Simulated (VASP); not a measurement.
# ZrSi2: interstitial Li from one void to a neighbouring one, part 3 of 4

Aim: the barrier for one hop in ZrSi2: interstitial Li from one void to a neighbouring one. The start is a cell from a database of measured crystal structures.

VASP 6.6.1, plane waves and PAW; the level of theory is named at each step.

So far. Step 2 (Relax the host): The run ended after 6 ionic steps, 0.005 eV below its first step, once forces and stress met EDIFFG = -0.02. Step 3 (Relax the start): The run ended after 12 ionic steps, 1.660 eV below its first step, once the forces on the free atoms met EDIFFG = -0.05.

The database entry behind the starting cell differs from later determinations by our own check (a about 0.3 % long), so it need not match the best structure at ambient conditions.

**4. Relax the end**

Level of this step: PBE; plane waves and PAW (Zr_sv, Si, Li) (VASP).

The end state is relaxed in the same way, so that both ends share their errors.

Contents of INCAR:

```
SYSTEM = LiZr12Si24
PREC = Normal
ENCUT = 280
EDIFF = 1E-05
NELM = 120
ISMEAR = 1
SIGMA = 0.15
LREAL = Auto
ALGO = Fast
GGA = PE
NBANDS = 150
LASPH = .TRUE.
LORBIT = 11
LWAVE = .FALSE.
LCHARG = .FALSE.
KPAR = 6
IBRION = 2
NSW = 60
ISIF = 2
EDIFFG = -0.05
POTIM = 0.4
MAXMIX = 40
ISYM = 0
```

Contents of POSCAR:

```
LiZr12Si24
1.0
    1.8614085290      7.3892376652      3.6633991849
    1.8614085290     -7.3892376652      3.6633991849
   11.1684511740      0.0000000000      0.0000000000
Zr Si Li
12 24 1
Direct
    0.5219615206      0.7326906738      0.1244829639
    0.5179624797      0.7281363363      0.4590442878
    0.0203129939      0.2333223699      0.2919016558
    0.5110989977      0.7254368445      0.7966396972
    0.0206103543      0.2239251861      0.6270154242
    0.0183966051      0.2270135506      0.9568586132
    0.9810866306      0.7718177872      0.0402764276
    0.9799997164      0.7690365160      0.3744348292
    0.4770783978      0.2677329803      0.2076855016
    0.9756013062      0.7684321348      0.7093394266
    0.4798864240      0.2698193027      0.5443247791
    0.4789121477      0.2698401839      0.8761239830
    0.8725386080      0.3711323152      0.1268161849
    0.8716391161      0.3725953154      0.4607865768
    0.3792344649      0.8796496352      0.2885734499
    0.8697019510      0.3686267883      0.7915067758
    0.3758923272      0.8728156305      0.6252125344
    0.3775454639      0.8762769520      0.9565692413
    0.6279194055      0.1232225256      0.0426647954
    0.6243106627      0.1252935379      0.3740051031
    0.1251132910      0.6258364605      0.2083697638
    0.6242329368      0.1226293256      0.7058642005
    0.1291380454      0.6280537781      0.5383671854
    0.1223524659      0.6225581608      0.8767311233
    0.1759051592      0.0678749635      0.1311789301
    0.1736975796      0.0678145049      0.4583518426
    0.6805499134      0.5761448012      0.2908528573
    0.1742684267      0.0759592448      0.7933517082
    0.6797844009      0.5711333580      0.6219505463
    0.6813734481      0.5786087032      0.9576517032
    0.3217528733      0.4302824775      0.0449449053
    0.3186894598      0.4244009083      0.3749458832
    0.8200563422      0.9283272147      0.2119463474
    0.3206465645      0.4280469307      0.7094491190
    0.8188003220      0.9248092053      0.5417224026
    0.8209852075      0.9271928452      0.8745193270
   -0.1650072825      0.4607860394      0.2771939474
```

Contents of KPOINTS:

```
Automatic mesh
0
Gamma
3 3 2
0 0 0
```

Potentials, in the order of the species: Zr_sv, Si and Li (PBE family, release 64).

The run is started by

```bash
mpirun -np 6 vasp_std
```

The program printed:

```text
[... set-up lines as in an earlier step ...]
 entering main loop
       N       E                     dE             d eps       ncg     rms          rms(c)
DAV:   1     0.128035274819E+04    0.12804E+04   -0.81401E+04  3112   0.948E+02
DAV:   2    -0.125688766731E+03   -0.14060E+04   -0.13510E+04  3478   0.299E+02
DAV:   3    -0.253337507330E+03   -0.12765E+03   -0.12561E+03  4248   0.711E+01
DAV:   4    -0.266979527514E+03   -0.13642E+02   -0.13595E+02  4624   0.199E+01
DAV:   5    -0.267885516950E+03   -0.90599E+00   -0.90562E+00  4088   0.448E+00    0.572E+01
RMM:   6    -0.254828071263E+03    0.13057E+02   -0.37433E+01  3551   0.115E+01    0.261E+01
RMM:   7    -0.255783683262E+03   -0.95561E+00   -0.26897E+01  3832   0.771E+00    0.483E+00
RMM:   8    -0.255233512430E+03    0.55017E+00   -0.26310E+00  3585   0.408E+00    0.319E+00
RMM:   9    -0.255257643092E+03   -0.24131E-01   -0.13272E+00  3795   0.225E+00    0.144E+00
RMM:  10    -0.255256127004E+03    0.15161E-02   -0.51730E-01  4258   0.134E+00    0.762E-01
RMM:  11    -0.255272058135E+03   -0.15931E-01   -0.17768E-01  5263   0.601E-01    0.818E-01
RMM:  12    -0.255284807413E+03   -0.12749E-01   -0.81644E-02  4907   0.435E-01    0.142E+00
RMM:  13    -0.255274978477E+03    0.98289E-02   -0.51771E-02  3984   0.583E-01    0.294E-01
RMM:  14    -0.255276970180E+03   -0.19917E-02   -0.22207E-02  5198   0.241E-01    0.107E-01
RMM:  15    -0.255277626330E+03   -0.65615E-03   -0.57422E-03  5323   0.116E-01    0.145E-01
RMM:  16    -0.255277771353E+03   -0.14502E-03   -0.20175E-03  5283   0.709E-02    0.158E-01
RMM:  17    -0.255277757585E+03    0.13768E-04   -0.10101E-03  5042   0.524E-02    0.131E-01
RMM:  18    -0.255277760510E+03   -0.29253E-05   -0.68686E-04  4956   0.432E-02    0.944E-02
RMM:  19    -0.255277783527E+03   -0.23017E-04   -0.29230E-04  4731   0.278E-02    0.830E-02
RMM:  20    -0.255277796585E+03   -0.13058E-04   -0.13478E-04  3343   0.196E-02    0.848E-02
RMM:  21    -0.255277799542E+03   -0.29566E-05   -0.98961E-05  3709   0.170E-02
   1 F= -.25527780E+03 E0= -.25527018E+03  d E =-.255278E+03
 curvature:   0.00 expect dE= 0.000E+00 dE for cont linesearch  0.000E+00
 trial: gam= 0.00000 g(F)=  0.206E+01 g(S)=  0.000E+00 ort = 0.000E+00 (trialstep = 0.100E+01)
 search vector abs. value=  0.206E+01
 bond charge predicted
       N       E                     dE             d eps       ncg     rms          rms(c)
DAV:   1    -0.256461648769E+03   -0.11839E+01   -0.39618E+01  3272   0.177E+01    0.268E+00
RMM:   2    -0.256615363791E+03   -0.15372E+00   -0.17741E+00  3567   0.347E+00    0.638E+00
RMM:   3    -0.256554061030E+03    0.61303E-01   -0.38580E-01  3821   0.173E+00    0.251E+00
RMM:   4    -0.256552288892E+03    0.17721E-02   -0.13933E-01  4461   0.749E-01    0.835E-01
RMM:   5    -0.256553270711E+03   -0.98182E-03   -0.39446E-02  5270   0.335E-01    0.512E-01
RMM:   6    -0.256551467406E+03    0.18033E-02   -0.23230E-02  4958   0.247E-01    0.343E-01
RMM:   7    -0.256551990337E+03   -0.52293E-03   -0.97271E-03  5334   0.156E-01    0.248E-01
RMM:   8    -0.256552351081E+03   -0.36074E-03   -0.30505E-03  5205   0.103E-01    0.196E-01
RMM:   9    -0.256552444528E+03   -0.93447E-04   -0.17318E-03  5176   0.730E-02    0.808E-02
RMM:  10    -0.256552534106E+03   -0.89578E-04   -0.91592E-04  5096   0.525E-02    0.607E-02
RMM:  11    -0.256552579569E+03   -0.45463E-04   -0.50002E-04  5045   0.385E-02    0.577E-02
RMM:  12    -0.256552610790E+03   -0.31221E-04   -0.27851E-04  4665   0.285E-02    0.625E-02
RMM:  13    -0.256552617528E+03   -0.67384E-05   -0.14962E-04  4334   0.227E-02    0.480E-02
RMM:  14    -0.256552625569E+03   -0.80406E-05   -0.11871E-04  3194   0.184E-02    0.424E-02
RMM:  15    -0.256552628336E+03   -0.27670E-05   -0.59881E-05  2950   0.149E-02
   2 F= -.25655263E+03 E0= -.25654353E+03  d E =-.127483E+01
[... from here on, the cycles between the ionic steps are left out ...]
   3 F= -.25667634E+03 E0= -.25666698E+03  d E =-.139854E+01
   4 F= -.25681770E+03 E0= -.25680783E+03  d E =-.141363E+00
   5 F= -.25684677E+03 E0= -.25683679E+03  d E =-.170426E+00
[...]
WARNING in EDDRMM: call to ZHEGV failed, returncode =   6  3     97
   6 F= -.25687651E+03 E0= -.25686659E+03  d E =-.297402E-01
   7 F= -.25688446E+03 E0= -.25687463E+03  d E =-.376964E-01
   8 F= -.25689436E+03 E0= -.25688454E+03  d E =-.989535E-02
   9 F= -.25689669E+03 E0= -.25688691E+03  d E =-.122235E-01
  10 F= -.25690094E+03 E0= -.25689111E+03  d E =-.425779E-02
  11 F= -.25690142E+03 E0= -.25689158E+03  d E =-.473525E-02
 curvature:  -1.82 expect dE=-0.209E-02 dE for cont linesearch -0.364E-05
 trial: gam= 0.27670 g(F)=  0.115E-02 g(S)=  0.000E+00 ort = 0.105E-03 (trialstep = 0.184E+01)
 search vector abs. value=  0.164E-02
 bond charge predicted
       N       E                     dE             d eps       ncg     rms          rms(c)
DAV:   1    -0.256902131510E+03   -0.71190E-03   -0.26442E-01  3200   0.156E+00    0.115E-01
RMM:   2    -0.256902758464E+03   -0.62695E-03   -0.76343E-03  3474   0.239E-01    0.491E-02
RMM:   3    -0.256902822970E+03   -0.64506E-04   -0.11467E-03  4265   0.752E-02    0.328E-02
RMM:   4    -0.256902844914E+03   -0.21944E-04   -0.27306E-04  4947   0.301E-02    0.255E-02
RMM:   5    -0.256902852188E+03   -0.72738E-05   -0.78732E-05  3689   0.157E-02
  12 F= -.25690285E+03 E0= -.25689297E+03  d E =-.143156E-02
 trial-energy change:   -0.001432  1 .order   -0.001419   -0.002174   -0.000663
 step:   2.6490(harm=  2.6490)  dis= 0.00601  next Energy=  -256.902985 (dE=-0.156E-02)
 reached required accuracy - stopping structural energy minimisation
```

Elapsed: 6 min, on 6 MPI ranks of Intel Xeon 6975P-C (Granite Rapids), shared host; peak memory 2.5 GiB.

OUTCAR, selected parts (step 4):

```text
 Found     10 irreducible k-points:

   NELECT =     241.0000    total number of electrons

 E-fermi :  10.1026

 k-point     1 :       0.0000    0.0000    0.0000
  band No.  band energies     occupation
    ...
    118       9.0447      2.00000
    119       9.1731      2.00000
    120       9.9454      2.05878
    121      10.0283      1.73504
    122      10.1004      1.02417
    123      10.7521     -0.00000
    124      10.8809     -0.00000
    125      11.1789     -0.00000
    126      11.3651     -0.00000
    127      11.3734     -0.00000
    ...

 k-point     2 :       0.3333    0.0000    0.0000
  band No.  band energies     occupation
    ...
    116       8.9627      2.00000
    117       9.0562      2.00000
    118       9.3309      2.00000
    119       9.3705      2.00000
    120       9.9316      2.06844
    121      10.2630     -0.06183
    122      10.3310     -0.05321
    123      10.4677     -0.00310
    124      10.5522     -0.00019
    125      10.6425     -0.00000
    ...

  Total        8.0267798      6.7104295     10.5617330      0.0021904      0.0024675     -1.0170843
  in kB       21.2689038     17.7809138     27.9858784      0.0058041      0.0065382     -2.6950120
  external PRESSURE =      22.3452320 kB  Pullay stress =       0.0000000 kB

 POSITION                                       TOTAL-FORCE (eV/Angst)
 -----------------------------------------------------------------------------------
      3.70743     -1.54579      4.59967        -0.002889     -0.004797      0.006377
      7.46126     -1.54604      4.55841         0.004727      0.006795     -0.011042
      3.72281     -1.59552      0.91683         0.006375     -0.013319      0.001558
     11.16625     -1.54272      4.57778         0.002566      0.002712     -0.002873
      7.46725     -1.52934      0.90531         0.001410      0.000381      0.001890
     11.14451     -1.52905      0.92288        -0.002179     -0.004703      0.006064
      3.72916      1.55057      6.41177         0.003003      0.001119     -0.008856
      7.44049      1.55889      6.40905        -0.003523     -0.001541     -0.002990
      3.72894      1.55970      2.75014        -0.002164     -0.010424     -0.003394
     11.16544      1.55819      6.40665        -0.004964     -0.000307      0.010527
      7.43846      1.55067      2.74557        -0.003935      0.002589      0.005313
     11.16909      1.55820      2.74728         0.003483     -0.002891     -0.004529
      3.54458      3.75357      4.58632         0.008783      0.011167     -0.008811
      7.62232      3.75429      4.56996        -0.008859      0.002642      0.010369
      5.58686     -3.68078      4.58074        -0.012427     -0.004278     -0.006149
     11.16708      3.70704      4.57686         0.000725      0.001863      0.000076
      9.33237     -3.68442      4.57182         0.004496      0.003771      0.005690
     13.00148     -3.68320      4.58049         0.005310     -0.001029      0.008031
      1.84061      3.68724      2.74514         0.009981      0.005032     -0.007855
      5.60537      3.74307      2.56959        -0.018363     -0.008497      0.000586
      3.70803     -3.64976      2.92795        -0.000325      0.009341     -0.007013
      9.31444      3.69177      2.73471         0.004391      0.006085      0.008620
      7.46469     -3.70062      2.74696        -0.004904     -0.003573      0.011280
     11.15804     -3.69727      2.75540         0.002539      0.006224     -0.002804
      1.87334      0.78209      0.91575        -0.007134     -0.017054      0.000877
      5.57294      0.78339      0.91698         0.002551     -0.017183     -0.009302
      5.58429      0.54303      4.58062         0.001535      0.003686     -0.004536
      9.30501      0.81129      0.91297         0.006881      0.024040      0.009507
      9.30802      0.79608      4.57908         0.011297      0.010732      0.005624
     13.02700      0.79642      4.57537        -0.008799      0.008576      0.004555
      1.86369     -0.78976      2.74467        -0.008974      0.003892      0.007205
      5.58003     -0.86754      2.70446        -0.010615     -0.016193     -0.004502
      5.58992     -0.86942      6.45622        -0.001544     -0.011381     -0.019638
      9.30896     -0.76711      2.74507         0.017934      0.014936      0.017314
      9.30221     -0.78518      6.41407         0.015891     -0.009261     -0.018553
     13.02461     -0.76839      6.40852        -0.010415      0.019223     -0.007330
      5.58375      2.75643      4.57869        -0.001861     -0.018376      0.008714
 -----------------------------------------------------------------------------------
    total drift:                                0.000919     -0.009250     -0.000731

  FREE ENERGIE OF THE ION-ELECTRON SYSTEM (eV)
  ---------------------------------------------------
  free  energy   TOTEN  =      -256.9028521879 eV

  energy  without entropy=     -256.8732087117  energy(sigma->0) =     -256.89297103

 total charge
# of ion       s       p       d       tot
------------------------------------------
    1        2.150   5.982   1.811   9.943
    2        2.150   5.982   1.812   9.944
    3        2.145   5.976   1.779   9.900
    4        2.147   5.979   1.785   9.912
    5        2.149   5.981   1.804   9.933
    6        2.149   5.981   1.803   9.933
    7        2.145   5.976   1.763   9.884
    8        2.145   5.976   1.761   9.882
    9        2.145   5.976   1.761   9.881
   10        2.147   5.979   1.783   9.909
   11        2.145   5.976   1.764   9.885
   12        2.147   5.979   1.782   9.908
   13        0.770   0.879   0.000   1.649
   14        0.770   0.879   0.000   1.649
   15        0.756   0.875   0.000   1.631
   16        0.766   0.860   0.000   1.626
   17        0.760   0.871   0.000   1.630
   18        0.760   0.870   0.000   1.630
   19        0.760   0.867   0.000   1.627
   20        0.771   0.883   0.000   1.655
   21        0.771   0.883   0.000   1.655
   22        0.758   0.872   0.000   1.630
   23        0.760   0.867   0.000   1.628
   24        0.758   0.872   0.000   1.630
   25        0.775   0.924   0.000   1.699
   26        0.775   0.924   0.000   1.699
   27        0.757   0.999   0.000   1.756
   28        0.775   0.925   0.000   1.699
   29        0.775   0.927   0.000   1.702
   30        0.775   0.927   0.000   1.702
   31        0.775   0.922   0.000   1.696
   32        0.777   0.923   0.000   1.700
   33        0.777   0.923   0.000   1.700
   34        0.775   0.933   0.000   1.707
   35        0.774   0.922   0.000   1.696
   36        0.775   0.932   0.000   1.707
   37        0.200   0.483   0.000   0.682
--------------------------------------------------
tot         44.407  93.884  21.408 159.699

[... 6 parts as in an earlier step ...]

[... 6 further parts left out ...]
```

Step by step:

```
step  energy less that of the first step (eV)  largest force (eV/Å)
   1                                   0.0000                4.1349
   2                                  -1.2748                1.3541
   3                                  -1.3985                0.8981
   4                                  -1.5399                0.4232
   5                                  -1.5690                0.3059
   6                                  -1.5987                0.1875
   7                                  -1.6067                0.2330
   8                                  -1.6166                0.0848
   9                                  -1.6189                0.1103
  10                                  -1.6231                0.0565
  11                                  -1.6236                0.0640
  12                                  -1.6251                0.0291
```

The atoms that moved most (Å):

```csv
atom,dx,dy,dz,length
Si27,-0.003,-0.228,-0.023,0.230
Si13,-0.187,0.049,0.030,0.195
Si20,0.033,0.056,-0.177,0.188
Li37,0.076,-0.009,-0.168,0.185
Si21,-0.017,0.050,0.177,0.185
Si14,0.160,0.067,0.012,0.174
Si33,-0.032,-0.069,0.051,0.092
Si32,0.009,-0.086,-0.018,0.089
```

Final coordinates:

```cif
data_structure
_symmetry_space_group_name_H-M 'P 1'
_symmetry_Int_Tables_number 1
_cell_length_a 8.4549
_cell_length_b 8.4549
_cell_length_c 11.1685
_cell_angle_alpha 77.282
_cell_angle_beta 77.282
_cell_angle_gamma 121.843
_cell_volume 604.65
loop_
_atom_site_label
_atom_site_type_symbol
_atom_site_fract_x
_atom_site_fract_y
_atom_site_fract_z
_atom_site_occupancy
Zr1 Zr 0.52319 0.73238 0.12269 1
Zr2 Zr 0.51754 0.72677 0.46068 1
Zr3 Zr 0.01717 0.23310 0.29162 1
Zr4 Zr 0.52041 0.72919 0.79154 1
Zr5 Zr 0.02008 0.22705 0.62741 1
Zr6 Zr 0.02250 0.22942 0.95587 1
Zr7 Zr 0.98003 0.77019 0.04220 1
Zr8 Zr 0.98023 0.76926 0.37463 1
Zr9 Zr 0.48089 0.26982 0.20876 1
Zr10 Zr 0.97985 0.76898 0.70826 1
Zr11 Zr 0.47966 0.26980 0.54111 1
Zr12 Zr 0.48040 0.26953 0.87507 1
Si13 Si 0.87995 0.37198 0.10872 1
Si14 Si 0.87777 0.36969 0.47458 1
Si15 Si 0.37614 0.87427 0.29183 1
Si16 Si 0.87551 0.37383 0.79165 1
Si17 Si 0.37468 0.87330 0.62761 1
Si18 Si 0.37594 0.87440 0.95574 1
Si19 Si 0.62417 0.12517 0.03991 1
Si20 Si 0.60399 0.09743 0.38499 1
Si21 Si 0.15266 0.64659 0.19880 1
Si22 Si 0.62305 0.12344 0.70958 1
Si23 Si 0.12451 0.62533 0.54340 1
Si24 Si 0.12589 0.62625 0.87371 1
Si25 Si 0.17791 0.07207 0.12607 1
Si26 Si 0.17816 0.07215 0.45727 1
Si27 Si 0.66193 0.58844 0.29161 1
Si28 Si 0.17950 0.06971 0.79162 1
Si29 Si 0.67884 0.57111 0.62510 1
Si30 Si 0.67836 0.57058 0.95825 1
Si31 Si 0.32117 0.42805 0.04200 1
Si32 Si 0.31042 0.42782 0.37658 1
Si33 Si 0.82235 0.94001 0.20678 1
Si34 Si 0.32275 0.42657 0.70862 1
Si35 Si 0.82230 0.92856 0.54109 1
Si36 Si 0.82267 0.92666 0.87464 1
Li37 Li 0.81144 0.43841 0.29165 1
```

This step gave:

```
electronic cycles   : 117
free energy (TOTEN) : -256.9029 eV
```

The run ended after 12 ionic steps, 1.625 eV below its first step, once the forces on the free atoms met EDIFFG = -0.05.

(Part 3 of 4 ends here.)

[Lines on the potential files, build, host, timing and source positions are cut from VASP's logs without a mark.]

[Logs are printed without paths, hosts, clocks, repeated set-up lines and the standing remarks that a program may print on its own settings, such as how far it seeks lower states.]

[Hosts, paths, dates, database ids (printed as entryN), source tags and the programs' standing remarks are cut or masked in the printed files.]

[Runs that stopped without an error message from VASP are left out.]
